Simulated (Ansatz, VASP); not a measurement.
## Two plane-wave programs on Cu

```
Cu
1.0
     0.00000    1.80750    1.80750
     1.80750    0.00000    1.80750
     1.80750    1.80750    0.00000
Cu
1
Direct
  0.00000 0.00000 0.00000
```

Alike in both runs: task relaxation of cell and atoms; functional BLYP; k mesh 13 × 13 × 13; occupations fermi-dirac, width 0.05 eV; no spin polarisation.

|  | VASP | Ansatz |
| --- | --- | --- |
| version | VASP 6.6.1 | Ansatz 0.2.0 |
| potentials or method | VASP PAW PBE potentials, release 64 (Cu) | Ansatz PAW |
| plane-wave cutoff (eV) | 600 | 420 |
| valence electrons in the cell | 11 | 19 |

```csv
,VASP,Ansatz,Ansatz less VASP
"gap on the k mesh at the Fermi level, each at its own relaxed structure (eV)",none,none,-
relaxed volume (Å³/atom),12.74,12.67,-0.071
relaxed cell length with the largest relative difference (Å),2.621,2.617,-0.0049
energy change over the relaxation (meV/atom),-28,-24,+3.6
```

A gap of «none» marks a metal or a gap that the smearing closes. The two sets of potentials don't hold the same shells in valence.

Caveats: the PAW data sets were made with another functional, which shifts forces and pressure a little (VASP); the plane-wave basis is chosen anew once the cell has moved, so the energies of steps on either side of that aren't comparable (Ansatz); the PAW data sets come from PBE, with cores solved anew for the run's functional, which leaves a small shift of forces and pressure (Ansatz). Zero-point motion and thermal expansion aren't in these numbers. BLYP gives volumes clearly too large for solids.
